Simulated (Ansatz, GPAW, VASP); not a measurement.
**ZnSe: 4 runs at one level of theory**

```
Se Zn
1.0
     0.00000    2.83380    2.83380
     2.83380    0.00000    2.83380
     2.83380    2.83380    0.00000
Se Zn
1 1
Direct
  0.75000 0.75000 0.75000
  0.00000 0.00000 0.00000
```

Alike in all runs: task single point; functional PBE; k mesh 8 × 8 × 8; occupations gaussian, width 0.05 eV; no spin polarisation; no spin-orbit coupling. Pressure is positive in compression and, in plane waves, holds the error of the finite cutoff, which Ansatz's Pulay term estimates and takes out.

| program and potentials | plane-wave cutoff (eV) | notes | band gap (eV) | pressure (GPa) |
| --- | --- | --- | --- | --- |
| Ansatz, Ansatz PAW | 420 | 14 valence electrons an atom on average; Pulay term of +0.05 GPa included | 1.29 | 2.10 |
| Ansatz, all-electron LAPW, scalar-relativistic | - | - | 1.29 | 2.12 |
| GPAW, GPAW PAW data sets (gpaw-data 1.2.1) | 600 | 9 valence electrons an atom on average | 1.30 | 2.09 |
| VASP, PBE PAW files Se, Zn, release 54, 520 eV | 520 | 9 valence electrons an atom on average | 1.29 | 2.47 |

The band gap spans 1.29 (Ansatz, Ansatz PAW) to 1.30 eV (GPAW, GPAW PAW data sets (gpaw-data 1.2.1)), with all-electron results at 1.29. The pressure spans 2.09 (GPAW, GPAW PAW data sets (gpaw-data 1.2.1)) to 2.47 GPa (VASP, PBE PAW files Se, Zn, release 54, 520 eV), with all-electron results at 2.12. Spin-orbit coupling, left out here, moves the band edges of heavy atoms.

The functional is the same throughout but for its coding, so the spread measures potentials, basis and numerics; runs on potential files found faulty are left out.
